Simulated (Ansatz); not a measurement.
# V_O in Ga2O3 (C2/m): which k-points does the level need?

Aim: the (+1/0) level of V_O in Ga2O3 (C2/m) as a function of the k-point sampling, with the cost of each choice. The model is a cell of 120 host atoms with 1 O taken out; the atoms are relaxed once and then held.

Calculated with Ansatz 0.2.0; plane-wave PAW DFT; relaxations with PBEsol, then single points with PBEsol, on supercells at fixed charge in a uniform background.

This is a report of a sequence of runs, with most program output left out.

### 1. Starting point

The cell holds 119 atoms: 48 Ga and 71 O. Its edges and angles: a = 12.278 Å, b = 9.142 Å, c = 11.621 Å, α = 90.0°, β = 103.7°, γ = 90.0°. It derives from Ga2O3 (space group C2/m). Nearest the centre at fractional (0.665, 0.500, 0.555): Ga48 at 1.84 Å, Ga64 at 1.95 Å, Ga103 at 1.95 Å, O76 at 2.61 Å, O74 at 2.84 Å, O113 at 2.84 Å, O71 at 2.86 Å, O110 at 2.86 Å. The cell carries charge +1.

The host's dielectric constants go in as inputs: (4.10, 4.20, 4.21) for the electrons alone, principal values (10.87, 10.92, 13.83) with the ions, computed on the host (DFPT, PBEsol).

The cell's shortest repeat is 9.1 Å.

### 2. Relaxing both charge states, PBEsol

The study needs fixed structures, so each charge is relaxed once, at one point at (¼, ¼, ¼), from small random displacements that break the symmetry of the site.

The input, qp1_M1.relax/input.yaml:

```yaml
crystal:
  lattice:
    - [12.2779582, 0.0, 0.00786887]
    - [0.0, 3.0472982, 0.0]
    - [-1.38022688, 0.0, 5.64395761]
  atoms:
    - { symbol: Ga, position: [0.341276, 0.0, 0.68544] }
    - { symbol: Ga, position: [0.841276, 0.5, 0.68544] }
    - { symbol: Ga, position: [0.158724, 0.5, 0.31456] }
    - { symbol: Ga, position: [0.658724, 0.0, 0.31456] }
    - { symbol: Ga, position: [0.409492, 0.5, 0.204603] }
    - { symbol: Ga, position: [0.909492, 0.0, 0.204603] }
    - { symbol: Ga, position: [0.090508, 0.0, 0.795397] }
    - { symbol: Ga, position: [0.590508, 0.5, 0.795397] }
    - { symbol: O, position: [0.003788, 0.5, 0.744085] }
    - { symbol: O, position: [0.503788, 0.0, 0.744085] }
    - { symbol: O, position: [0.496212, 0.0, 0.255915] }
    - { symbol: O, position: [0.996212, 0.5, 0.255915] }
    - { symbol: O, position: [0.326787, 0.5, 0.437239] }
    - { symbol: O, position: [0.826787, 0.0, 0.437239] }
    - { symbol: O, position: [0.173213, 0.0, 0.562761] }
    - { symbol: O, position: [0.673213, 0.5, 0.562761] }
    - { symbol: O, position: [0.165274, 0.0, 0.109527] }
    - { symbol: O, position: [0.665274, 0.5, 0.109527] }
    - { symbol: O, position: [0.334726, 0.5, 0.890473] }
    - { symbol: O, position: [0.834726, 0.0, 0.890473] }
  supercell: [1, 3, 2]
  defects: [{ vacancy: 77 }]
total_charge: 1
basis:
  ecutwfc: 420
  xc_grid: 2
hamiltonian:
  xc: pbesol
  pseudopotentials: { kind: paw, azcp: { folder: soft_1 }, xc_functional: pbe }
kpoints:
  mp_grid: { grid: [1, 1, 1], shift: [0.25, 0.25, 0.25] }
magnetization:
  spin_polarized: true
  initial_magnetization: 1
  spin_locking: { lock_magnetization: hard }
scf:
  occupations: { method: fixed }
  max_iter: 80
output:
  forces: true
  charged_corrections:
    epsilon: [4.1, 4.2, 4.21]
    static_epsilon: [[11.09, 0.0, -0.77], [0.0, 10.92, 0.0], [-0.77, 0.0, 13.61]]
    defect_position: [0.665274, 0.5, 0.554763]
relax:
  f_tol: 0.015
  max_steps: 60
  random_displacement: { amplitude: 0.04, seed: 3825 }
checkpoint:
  write: "../qp1_M1.relax.run"
  compress: false
  write_wavefunctions: true
  write_every: 100000
```

The run is started by

```
ansatz run input.yaml --threads 32 --pin off --max-ram 84787MiB --backend cuda --events-out ev --progress --plain --runs-dir out --max-vram 78GiB
```

Wall time 8.5 s (1 × NVIDIA GB200 with 32 threads of Arm Neoverse V2, shared host); peak memory 2.8 GiB.

The steps of the relaxation:

| step | energy less that of the first step (eV) | largest force component (eV/Å) |
| --- | --- | --- |
| 1 | 0.0000 | 1.6860 |
| 2 | -1.4437 | 0.9464 |
| 3 | -2.0251 | 1.2202 |
| 4 | -2.1513 | 0.1382 |
| 5 | -2.1558 | 0.0190 |
| 6 | -2.1559 | 0.0045 |

The atoms that moved most (Å, from the sites as typed, ahead of the random displacement, the mean shift of all atoms taken out):

| atom | dx | dy | dz | length |
| --- | --- | --- | --- | --- |
| Ga103 | -0.052 | 0.124 | 0.141 | 0.195 |
| Ga64 | -0.052 | -0.123 | 0.141 | 0.194 |
| O76 | -0.023 | 0.000 | -0.102 | 0.104 |
| O74 | -0.039 | 0.036 | -0.051 | 0.074 |
| O113 | -0.039 | -0.036 | -0.051 | 0.073 |
| O115 | -0.004 | 0.028 | 0.049 | 0.057 |
| O36 | -0.004 | -0.028 | 0.049 | 0.057 |
| O110 | 0.032 | -0.010 | -0.042 | 0.054 |

The atoms nearest to the centre after the run:

| atom | distance (Å) |
| --- | --- |
| Ga48 | 1.825 |
| Ga103 | 2.136 |
| Ga64 | 2.137 |
| O76 | 2.515 |
| O113 | 2.769 |
| O74 | 2.769 |
| O110 | 2.819 |
| O71 | 2.819 |

| charge | moment set (μB) | steps | largest displacement (Å) | time |
| --- | --- | --- | --- | --- |
| 0 | 0 | 8 | 0.34 | 7.8 s |
| +1 | 1 | 6 | 0.19 | 8.5 s |

The relaxation ends 18 meV an atom lower than the displaced start, with a largest force component of 0.0045 eV/Å.

### 3. First setting: the zone centre alone

The defect state overlaps with its images and forms a narrow band, so the k-points decide which part of that band enters the energy. A point off the zone centre usually averages it better, but needs complex orbitals and more time.

The input, qp1_M1.kg/input.yaml:

```yaml
crystal:
  checkpoint: "../qp1_M1.relax.run"
  host: checkpoint
total_charge: 1
basis:
  ecutwfc: 420
  xc_grid: 2
hamiltonian:
  xc: pbesol
  pseudopotentials: { kind: paw, azcp: { folder: soft_1 }, xc_functional: pbe }
kpoints:
  mp_grid: { grid: [1, 1, 1] }
magnetization:
  spin_polarized: true
  initial_magnetization: 1
  spin_locking: { lock_magnetization: hard }
scf:
  occupations: { method: fixed }
  max_iter: 80
output:
  forces: true
  charged_corrections:
    epsilon: [4.1, 4.2, 4.21]
    static_epsilon: [[11.09, 0.0, -0.77], [0.0, 10.92, 0.0], [-0.77, 0.0, 13.61]]
    defect_position: [0.665274, 0.5, 0.554763]
  eigenvalues: true
checkpoint:
  read: "../qp1_M1.relax.run"
  write: "../qp1_M1.kg.run"
  compress: false
  write_wavefunctions: false
  write_every: 100000
```

Wall time 2.7 s (1 × NVIDIA GB200 with 32 threads); peak memory 1.5 GiB; 5.7 s of CPU time.

Both charges and the host at this setting go to place-levels, which corrects for the image charge and aligns the potentials.

The input, levels.kg.yaml:

```yaml
host:
  run: host.kg.run
states: [q0.kg.run, qp1_M1.kg.run]
geometry_from:
  q0.kg.run: q0.relax.run
  qp1_M1.kg.run: qp1_M1.relax.run
  host.kg.run: host.relax.run
chemical_potentials:
  O:
    energy: -558.291301
    dataset: <sha256 of the dataset>
```

The run is started by

```
ansatz place-levels levels.kg.yaml -- --threads 32 --pin off --max-ram 84787MiB
```

Run time: 0.17 s. Hardware: 32 threads.

At this setting the gap is 2.209 eV and (+1/0) lies 1.255 eV above the valence top.

### 4. The other settings

In the defect's inputs only the studied keys change. One input of each further setting:

qp1_M1.kq/input.yaml, as its differences from qp1_M1.kg/input.yaml of step 3:

```diff
@@ -11,3 +11,3 @@
 kpoints:
-  mp_grid: { grid: [1, 1, 1] }
+  mp_grid: { grid: [1, 1, 1], shift: [0.25, 0.25, 0.25] }
 magnetization:
@@ -28,3 +28,3 @@
   read: "../qp1_M1.relax.run"
-  write: "../qp1_M1.kg.run"
+  write: "../qp1_M1.kq.run"
   compress: false
```

qp1_M1.km0/input.yaml, as its differences from qp1_M1.kq/input.yaml of step 4:

```diff
@@ -11,3 +11,3 @@
 kpoints:
-  mp_grid: { grid: [1, 1, 1], shift: [0.25, 0.25, 0.25] }
+  mp_grid: { grid: [2, 2, 2] }
 magnetization:
@@ -28,3 +28,3 @@
   read: "../qp1_M1.relax.run"
-  write: "../qp1_M1.kq.run"
+  write: "../qp1_M1.km0.run"
   compress: false
```

qp1_M1.kms/input.yaml, as its differences from qp1_M1.km0/input.yaml of step 4:

```diff
@@ -11,3 +11,3 @@
 kpoints:
-  mp_grid: { grid: [2, 2, 2] }
+  mp_grid: { grid: [2, 2, 2], shift: [0.5, 0.5, 0.5] }
 magnetization:
@@ -28,3 +28,3 @@
   read: "../qp1_M1.relax.run"
-  write: "../qp1_M1.km0.run"
+  write: "../qp1_M1.kms.run"
   compress: false
```

qp1_M1.km3/input.yaml, as its differences from qp1_M1.kms/input.yaml of step 4:

```diff
@@ -11,3 +11,3 @@
 kpoints:
-  mp_grid: { grid: [2, 2, 2], shift: [0.5, 0.5, 0.5] }
+  mp_grid: { grid: [3, 3, 3] }
 magnetization:
@@ -28,3 +28,3 @@
   read: "../qp1_M1.relax.run"
-  write: "../qp1_M1.kms.run"
+  write: "../qp1_M1.km3.run"
   compress: false
```

qp1_M1.km4/input.yaml, as its differences from qp1_M1.km3/input.yaml of step 4:

```diff
@@ -11,3 +11,3 @@
 kpoints:
-  mp_grid: { grid: [3, 3, 3] }
+  mp_grid: { grid: [4, 4, 4], shift: [0.5, 0.5, 0.5] }
 magnetization:
@@ -28,3 +28,3 @@
   read: "../qp1_M1.relax.run"
-  write: "../qp1_M1.km3.run"
+  write: "../qp1_M1.km4.run"
   compress: false
```

### 5. Result against cost

Times of the states on 1 × NVIDIA GB200 with 32 threads of Arm Neoverse V2, shared host; the host is run again at each setting:

| k-point sampling | gap (eV) | (+1/0) above the valence top (eV) | under the conduction bottom (eV) | level less that at a 4×4×4 shifted mesh (meV) | time, both charge states | time, host and placing | peak memory of a state (GiB) |
| --- | --- | --- | --- | --- | --- | --- | --- |
| the zone centre alone | 2.209 | 1.255 | 0.954 | -211 | 4.5 s | 23 s | 1.5 |
| one point at (¼, ¼, ¼) * | 2.223 | 1.473 | 0.751 | 7 | 4 s | 39 s | 2.0 |
| a 2×2×2 Γ-centred mesh | 2.223 | 1.465 | 0.758 | -1 | 7.8 s | 24 s | 2.1 |
| a 2×2×2 shifted mesh | 2.223 | 1.466 | 0.757 | 0 | 8.2 s | 23 s | 2.1 |
| a 3×3×3 Γ-centred mesh | 2.223 | 1.466 | 0.757 | 0 | 19 s | 28 s | 2.9 |
| a 4×4×4 shifted mesh | 2.223 | 1.466 | 0.757 | 0 | 42 s | 31 s | 3.6 |

* started from the relaxation's converged state in the same settings, so its time is no fair cost.

### 6. What came out

```
(plus 1/0) level, the zone centre alone  : 1.26 eV
(plus 1/0) level, one point at (¼, ¼, ¼) : 1.47 eV
(plus 1/0) level, a 2×2×2 Γ-centred mesh : 1.46 eV
(plus 1/0) level, a 2×2×2 shifted mesh   : 1.47 eV
(plus 1/0) level, a 3×3×3 Γ-centred mesh : 1.47 eV
(plus 1/0) level, a 4×4×4 shifted mesh   : 1.47 eV
```

Over the settings in the table the level spans 0.218 eV; one point at (¼, ¼, ¼), a 2×2×2 Γ-centred mesh, a 2×2×2 shifted mesh and a 3×3×3 Γ-centred mesh lie within 0.02 eV of the reference (a 4×4×4 shifted mesh, 1.47 eV). The largest miss of the level above the valence top is 211 meV, with the zone centre alone. Only the charges 0 and +1 were run, each from one start, so (+1/0) need not be a change between stable states. Limits: PBEsol makes the gap too small and tends to spread out bound carriers.

[Logs are printed without paths, hosts, clocks, repeated set-up lines and the standing remarks that a program may print on its own settings, such as how far it seeks lower states.]

[Hosts, paths, dates, database ids (printed as entryN), source tags and the programs' standing remarks are cut or masked in the printed files.]

[Where a table of states has a column of steps, it counts the stored structures, which are thinned; the runs took as many ionic steps or more.]

[For some hosts the program warned that the k-mesh of the response run may be too coarse for force constants and the static dielectric constant; such warnings are not shown here.]
